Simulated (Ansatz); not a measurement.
# CuAu (R-3m) in Ansatz: notebook

One crystal, CuAu, is run at these levels: PBEsol; tasks: single point, equation of state.

Program: Ansatz 0.2.0. These are calculated values, not measurements. Logs are shortened: lines on timing, memory, paths and dates and some standing lists are left out, and cuts for length are marked.

## (1) The crystal as given

The structure is trigonal, space group R-3m (No. 166). Conventional cell: a = 2.886 Å, b = 2.886 Å, c = 12.769 Å, α = 90.00°, β = 90.00°, γ = 120.00°. Around Au (site symmetry -3m) lie 6 Cu at 2.70 Å and 6 Au at 2.89 Å. Around Cu (site symmetry -3m) lie 6 Au at 2.70 Å and 6 Cu at 2.89 Å.

The cell comes from a database or a generator and needn't be the stable form of this composition.

## (2) Single point, PBEsol, 14.43 Å³/atom (volume scaled by 0.94)

Input file input.yaml:

```yaml
crystal:
  lattice:
    - [1.4135984423, 0.8161414412, 4.1692857537]
    - [-1.4135984423, 0.8161414412, 4.1692857537]
    - [0.0, -1.6322828824, 4.1692857537]
  atoms:
    - { symbol: Au, position: [0.0, 0.0, 0.0] }
    - { symbol: Cu, position: [0.5, 0.5, 0.5] }
hamiltonian:
  xc: pbesol
  pseudopotentials: { kind: paw }
kpoints:
  mp_grid: { grid: [11, 11, 11] }
scf:
  occupations: { method: fermi_dirac, width: 0.05 }
output:
  forces: true
  stress: true
  eigenvalues: true
```

Potentials or basis: Ansatz PAW.

Command:

```sh
$ ansatz run input.yaml --threads 2 --pin off --max-ram 5632MiB --backend cpu --events-out ev --progress --plain --runs-dir out
```

Output:

```text
Warning: RAYON_NUM_THREADS=2 ignored (pool sized by the plan → 2); use --threads N
basis.fft_grid_basis auto: the FFT boxes are laid along the combinations [[1, 0, -1], [0, 1, -1], [0, 0, 1]] of the cell's own vectors, 2.827, 2.827 and 4.477 Å long. The dense box has 20×20×30 points. Along the cell's own vectors, as sized, it would have 30×30×30, 2.25 times as many. Of the 12 symmetry operations that the crystal satisfies within crystal.symmetry.tolerance (time reversal apart; of a slab, those that keep its plane) the dense box along the cell's own vectors carries 12, and the one as laid loses 8 of those. basis.fft_grid_basis: typed keeps the cell's own vectors: state it where this run's energies or levels are differenced outside the engine with another run's, or held beside a run that keeps those vectors.
Engine: ansatz 0.2.0, x86_64-unknown-linux-gnu
Pseudopotentials: kind: paw
Pseudopotential: Au, paw, valence charge 19, recommended cutoff 420 eV (normal), Au.paw.azcp
Pseudopotential: Cu, paw, valence charge 19, recommended cutoff 420 eV (normal), Cu.paw.azcp
Functional definition: PBEsol
  exchange = pbesol_x
  correlation = pbesol_c
Crystal: 2 atoms, lattice volume = 28.861 Å³
Basis set: ecut = 420 eV, 553 PW (Γ), FFT grids on a1−a3, a2−a3, a3, exchange–correlation on 40×40×60 points (8 copies of the dense FFT grid, shifted against one another)
Bands: 23, of which v1, the nominal top of the filled ones, is band 19 counted from 1 (18 counted from 0)
Symmetry: 12 space group operations
Space group: R-3m (ITA 166), of the structure as read, at distance tolerance 3.1e-5 Å
k-points: 146 of 1331
Non-local potential: Au, projectors of the file, l = 0: 3, l = 1: 2, l = 2: 2, l = 3: 1
Non-local potential: Cu, projectors of the file, l = 0: 3, l = 1: 2, l = 2: 3, l = 3: 1
PAW form: soft (Blöchl's): semilocal exchange-correlation on the pseudo side does not see the compensation charge
PAW frozen core: Au, regenerated for the run's functional, and the local potential with it (the file was generated under x = pbe(κ = 0.804, μ = 0.2195149727645171), c = pbe(β = 0.06672455060314922))
PAW frozen core: Cu, regenerated for the run's functional, and the local potential with it (the file was generated under x = pbe(κ = 0.804, μ = 0.2195149727645171), c = pbe(β = 0.06672455060314922))
PAW one-centre angular grid: Au, 590 points (default); XC on 64 Gauss nodes
PAW one-centre angular grid: Cu, 590 points (default); XC on 64 Gauss nodes
Initial density: superposition of atomic densities (neutral atoms: chi_scale 0, normalization atom), corrected by the library's trained network
Initial wavefunctions: pseudopotential atomic-orbital guess
Functional: x = pbesol(κ = 0.804, μ = 0.12345679012345678), c = pbesol(β = 0.046)
SCF iter   1: F=—  HF=-19595.833176 eV  |F-HF|=—  |Δ(HF+E_count)|=         —  Δρ=1.97e-2  dr2=6.99e-2  ethr=1.77e-3  ⟨swp⟩=5.5  Hψ=12913  notcnv=0
preconditioner: auto → Kerker (q_TF=auto, 2.856 Å⁻¹)  [metal: Δε(μ)=0.024 eV  Ē_g=10.758 eV  σ=0.050 eV  W_gap=0.12  n_scr=14 (ndim 8)  ℏωp=32.4 eV  f_vac=0.000  D(μ)=0.96/eV (n_scr^D=2)]
SCF iter   2: F=—  HF=-19595.822281 eV  |F-HF|=—  |Δ(HF+E_count)|=   1.09e-2  Δρ=3.29e-3  dr2=2.97e-3  ethr=1.84e-4  ⟨swp⟩=2.0  Hψ=5832  notcnv=0  defer=6
SCF iter   3: F=—  HF=-19595.821357 eV  |F-HF|=—  |Δ(HF+E_count)|=   9.24e-4  Δρ=2.55e-3  dr2=1.94e-3  ethr=7.82e-6  ⟨swp⟩=2.3  Hψ=5516  notcnv=0  defer=6
SCF iter   4: F=—  HF=-19595.820857 eV  |F-HF|=—  |Δ(HF+E_count)|=   5.00e-4  Δρ=3.97e-4  dr2=9.99e-5  ethr=5.09e-6  ⟨swp⟩=2.4  Hψ=4467  notcnv=0  defer=6
SCF iter   5: F=—  HF=-19595.820879 eV  |F-HF|=—  |Δ(HF+E_count)|=   2.24e-5  Δρ=1.25e-4  dr2=1.06e-5  ethr=2.63e-7  ⟨swp⟩=2.0  Hψ=4210  notcnv=0  defer=6
SCF iter   6: F=—  HF=-19595.820876 eV  |F-HF|=—  |Δ(HF+E_count)|=   2.50e-6  Δρ=4.98e-5  dr2=1.56e-6  ethr=2.78e-8  ⟨swp⟩=1.4  Hψ=3548  notcnv=0  defer=6
SCF iter   7: F=-19595.820876 eV  HF=-19595.820876 eV  |F-HF|=6.50e-8  |Δ(HF+E_count)|=   2.91e-7  Δρ=1.30e-5  dr2=8.04e-8  ethr=2.63e-10  ⟨swp⟩=3.3  Hψ=14183  notcnv=0
SCF 1 converged in 7 iterations: F = -19595.820876 eV  dr2 = 8.04e-8
SCF converged after 7 iterations
Free energy (F): -19595.820876 eV
Harris-Foulkes:  -19595.820876 eV  (|F-HF|=6.50e-8)
Internal energy: -19595.813160 eV  (E = F + TS)
E sigma→0 (E₀):  -19595.817018 eV
Entropy (-TS):   -0.007716 eV (-3.858 meV/atom)
Fermi energy:    19.117258 eV
--- Per-component energies (eV) ---
  E_band       = -556.227719
  E_kinetic    = 905.187365
  E_local      = -5883.171916  (includes V_loc(G=0)·N_el)
  E_nonlocal   = 472.714512
  E_hartree    = 2579.338256
  E_xc         = -315.634784
  E_vxc        = -390.047207  (∫ρ·V_xc dr)
  E_paw        = -11195.482233  (= ΣΔE_a)
  E_vpaw       = -819.584581  (= ΣTr[D̂ρ^β])
  E_aug_tail   = 0.001576  (compensation charges beyond the density's cutoff)
  E_ewald      = -6159.281617
  E_core_change = 0.515681  (= ΣΔE_core)
  E_smearing   = -0.007716  (= −TS)
  E_closure    = 0.000000  (closes the sum)
  Σ components = -19595.820876   (vs F -19595.820876, Δ=0.00e0)
--- Forces (eV/Å), atoms counted from 1 ---
  atom   1  Au     0.00000000     0.00000000    -0.00000000
  atom   2  Cu     0.00000000    -0.00000000    -0.00000000
  max |Σ_I F_I| component: 1.01e-28 eV/Å
--- Stress (GPa, compression-positive) ---
       -0.098848       0.000000       0.000000
       -0.000000      -0.098848      -0.000000
        0.000000      -0.000000       2.742920
  P = ⅓ Tr σ = 0.8484 GPa (8.484 kbar)
--- Band table (eV; the first three rows and the last of 146) ---
  k-point 0: bands = ["-92.9760", "-86.8856", "-50.5301", "-50.4920", "-50.4920", "-38.3088", "-38.1634", "-38.1634", "9.0169", "12.1839", "14.0188", "14.0188", "15.1187", "15.1187", "16.2126", "16.7976", "16.7976", "17.5029", "17.5029", "18.7587", "24.0396", "33.5455", "35.5056"]
  k-point 1: bands = ["-92.9758", "-86.8847", "-50.5298", "-50.4940", "-50.4925", "-38.3069", "-38.1806", "-38.1677", "9.2860", "12.3419", "13.9092", "14.1904", "14.8962", "15.1305", "16.2471", "16.7442", "16.8290", "16.9493", "17.4520", "19.6491", "24.1479", "33.3770", "34.2786"]
  k-point 2: bands = ["-92.9754", "-86.8824", "-50.5292", "-50.4992", "-50.4939", "-38.3016", "-38.2266", "-38.1793", "10.0463", "12.7294", "13.7146", "14.3399", "14.6601", "15.1749", "16.2520", "16.4337", "16.6874", "16.9188", "17.3182", "20.9829", "24.6204", "30.4356", "34.1712"]
  k-point 145: bands = ["-92.9758", "-86.8848", "-50.5294", "-50.4940", "-50.4926", "-38.3086", "-38.1806", "-38.1678", "10.5833", "12.5797", "14.0286", "14.1008", "14.3642", "15.4526", "15.6607", "16.4047", "16.4680", "16.4745", "16.8880", "17.0342", "31.9290", "33.3002", "34.2040"]
```

Wall time 3.2 s (2 threads of AMD EPYC 7R43 (Zen 3), shared host); peak memory 0.42 GiB.

Results:

```yaml
Free_energy: -19595.8209 eV
Pressure: 0.8 GPa
Band_gap_on_the_k_mesh: none (metal or under the smearing width)
```

Caveat: the PAW data sets come from PBE, with cores solved anew for the run's functional, which leaves a small shift of forces and pressure.

## (3) Single point, PBEsol, 14.74 Å³/atom (volume scaled by 0.96)

input.yaml, as its differences from that of step 2:

```diff
@@ -2,5 +2,5 @@
   lattice:
-    - [1.4135984423, 0.8161414412, 4.1692857537]
-    - [-1.4135984423, 0.8161414412, 4.1692857537]
-    - [0.0, -1.6322828824, 4.1692857537]
+    - [1.4235536889, 0.8218891055, 4.1986478884]
+    - [-1.4235536889, 0.8218891055, 4.1986478884]
+    - [0.0, -1.643778211, 4.1986478884]
   atoms:
```

Potentials or basis: Ansatz PAW.

Command:

```sh
$ ansatz run input.yaml --threads 2 --pin off --max-ram 5632MiB --backend cpu --events-out ev --progress --plain --runs-dir out
```

Run time: 3.2 s. Hardware: 2 threads of AMD EPYC 7R43 (Zen 3), shared host; peak memory 0.42 GiB.

The run converged. Its results:

* Free energy: -19595.8175 eV
* Pressure: -2.6 GPa
* Band gap on the k mesh: none (metal or under the smearing width)

Caveat: the PAW data sets come from PBE, with cores solved anew for the run's functional, which leaves a small shift of forces and pressure.

## (4) Single point, PBEsol, 15.04 Å³/atom (volume scaled by 0.98)

input.yaml, as its differences from that of step 3:

```diff
@@ -2,5 +2,5 @@
   lattice:
-    - [1.4235536889, 0.8218891055, 4.1986478884]
-    - [-1.4235536889, 0.8218891055, 4.1986478884]
-    - [0.0, -1.643778211, 4.1986478884]
+    - [1.4333716108, 0.8275574853, 4.2276049958]
+    - [-1.4333716108, 0.8275574853, 4.2276049958]
+    - [0.0, -1.6551149707, 4.2276049958]
   atoms:
@@ -19 +19,5 @@
   eigenvalues: true
+  write_density: true
+  write_potential: true
+  elf: true
+  volumetric_format: npy
```

Command:

```sh
$ ansatz run input.yaml --threads 2 --pin off --max-ram 5632MiB --backend cpu --events-out ev --progress --plain --runs-dir out
```

Wall time 4.2 s (2 threads of AMD EPYC 7R43 (Zen 3), shared host); peak memory 0.42 GiB.

Results (log left out):

| Item | Value |
| --- | --- |
| Free energy | -19595.8019 eV |
| Pressure | -5.5 GPa |
| Band gap on the k mesh | none (metal or under the smearing width) |

Caveat: the PAW data sets come from PBE, with cores solved anew for the run's functional, which leaves a small shift of forces and pressure.

## (5) Single point, PBEsol, 15.35 Å³/atom

Input file input.yaml:

```yaml
crystal:
  lattice:
    - [1.4430568479, 0.8331492596, 4.2561707609]
    - [-1.4430568479, 0.8331492596, 4.2561707609]
    - [0.0, -1.6662985192, 4.2561707609]
  atoms:
    - { symbol: Au, position: [0.0, 0.0, 0.0] }
    - { symbol: Cu, position: [0.5, 0.5, 0.5] }
hamiltonian:
  xc: pbesol
  pseudopotentials: { kind: paw }
kpoints:
  mp_grid: { grid: [11, 11, 11] }
scf:
  occupations: { method: fermi_dirac, width: 0.05 }
output:
  forces: true
  stress: true
  eigenvalues: true
```

Command:

```sh
$ ansatz run input.yaml --threads 2 --pin off --max-ram 5632MiB --backend cpu --events-out ev --progress --plain --runs-dir out
```

Wall time 3.1 s (2 threads of AMD EPYC 7R43 (Zen 3), shared host); peak memory 0.41 GiB.

Results (log left out):

```yaml
Free_energy: -19595.7757 eV
Pressure: -8.1 GPa
Band_gap_on_the_k_mesh: none (metal or under the smearing width)
```

Caveat: the PAW data sets come from PBE, with cores solved anew for the run's functional, which leaves a small shift of forces and pressure.

## (6) Single point, PBEsol, 15.66 Å³/atom (volume scaled by 1.02)

input.yaml, as its differences from that of step 5:

```diff
@@ -2,5 +2,5 @@
   lattice:
-    - [1.4430568479, 0.8331492596, 4.2561707609]
-    - [-1.4430568479, 0.8331492596, 4.2561707609]
-    - [0.0, -1.6662985192, 4.2561707609]
+    - [1.4526137943, 0.8386669652, 4.2843581437]
+    - [-1.4526137943, 0.8386669652, 4.2843581437]
+    - [0.0, -1.6773339303, 4.2843581437]
   atoms:
```

Potentials or basis: Ansatz PAW.

Command:

```sh
$ ansatz run input.yaml --threads 2 --pin off --max-ram 5632MiB --backend cpu --events-out ev --progress --plain --runs-dir out
```

It took 4 s on 2 threads of AMD EPYC 7R43 (Zen 3), shared host; peak memory 0.43 GiB.

Results (log left out):

| Quantity | Value |
| --- | --- |
| Free energy | -19595.7402 eV |
| Pressure | -10.3 GPa |
| Band gap on the k mesh | none (metal or under the smearing width) |

Caveat: the PAW data sets come from PBE, with cores solved anew for the run's functional, which leaves a small shift of forces and pressure.

## (7) Single point, PBEsol, 15.97 Å³/atom (volume scaled by 1.04)

input.yaml, as its differences from that of step 6:

```diff
@@ -2,5 +2,5 @@
   lattice:
-    - [1.4526137943, 0.8386669652, 4.2843581437]
-    - [-1.4526137943, 0.8386669652, 4.2843581437]
-    - [0.0, -1.6773339303, 4.2843581437]
+    - [1.4620466157, 0.8441130071, 4.3121794307]
+    - [-1.4620466157, 0.8441130071, 4.3121794307]
+    - [0.0, -1.6882260143, 4.3121794307]
   atoms:
@@ -19 +19,5 @@
   eigenvalues: true
+  write_density: true
+  write_potential: true
+  elf: true
+  volumetric_format: npy
```

Command:

```sh
$ ansatz run input.yaml --threads 2 --pin off --max-ram 5632MiB --backend cpu --events-out ev --progress --plain --runs-dir out
```

It took 4.2 s on 2 threads of AMD EPYC 7R43 (Zen 3), shared host; peak memory 0.44 GiB.

It converged, with:

```
Free energy            : -19595.6967 eV
Pressure               : -12.3 GPa
Band gap on the k mesh : none (metal or under the smearing width)
```

Caveat: the PAW data sets come from PBE, with cores solved anew for the run's functional, which leaves a small shift of forces and pressure.

## (8) Single point, PBEsol, 16.27 Å³/atom (volume scaled by 1.06)

Input file input.yaml:

```yaml
crystal:
  lattice:
    - [1.4713592656, 0.8494896681, 4.3396462822]
    - [-1.4713592656, 0.8494896681, 4.3396462822]
    - [0.0, -1.6989793362, 4.3396462822]
  atoms:
    - { symbol: Au, position: [0.0, 0.0, 0.0] }
    - { symbol: Cu, position: [0.5, 0.5, 0.5] }
hamiltonian:
  xc: pbesol
  pseudopotentials: { kind: paw }
kpoints:
  mp_grid: { grid: [11, 11, 11] }
scf:
  occupations: { method: fermi_dirac, width: 0.05 }
output:
  forces: true
  stress: true
  eigenvalues: true
```

Command:

```sh
$ ansatz run input.yaml --threads 2 --pin off --max-ram 5632MiB --backend cpu --events-out ev --progress --plain --runs-dir out
```

Wall time 3.4 s (2 threads of AMD EPYC 7R43 (Zen 3), shared host); peak memory 0.43 GiB.

Results (log left out):

| Quantity | Value |
| --- | --- |
| Free energy | -19595.6463 eV |
| Pressure | -14.0 GPa |
| Band gap on the k mesh | none (metal or under the smearing width) |

Caveat: the PAW data sets come from PBE, with cores solved anew for the run's functional, which leaves a small shift of forces and pressure.

## (9) Equation of state, PBEsol

Potentials or basis: Ansatz PAW.

This step only gathers the single runs of the series.

Results:

```
Equilibrium volume                        : 14.50 Å³/atom
Bulk modulus at fixed shape and positions : 167 GPa
Pressure derivative of the bulk modulus   : 5.5
```

Energy against volume, from the lowest point:
```
volume (Å³/atom)  energy (meV/atom)
          14.430               0.00
          14.737               1.71
          15.044               9.50
          15.351              22.61
          15.658              40.33
          15.965              62.07
          16.272              87.28
```

Caveat: the cell was scaled at fixed shape and fractional positions, which overstates the stiffness of a crystal with free parameters, most of all of layers and chains.
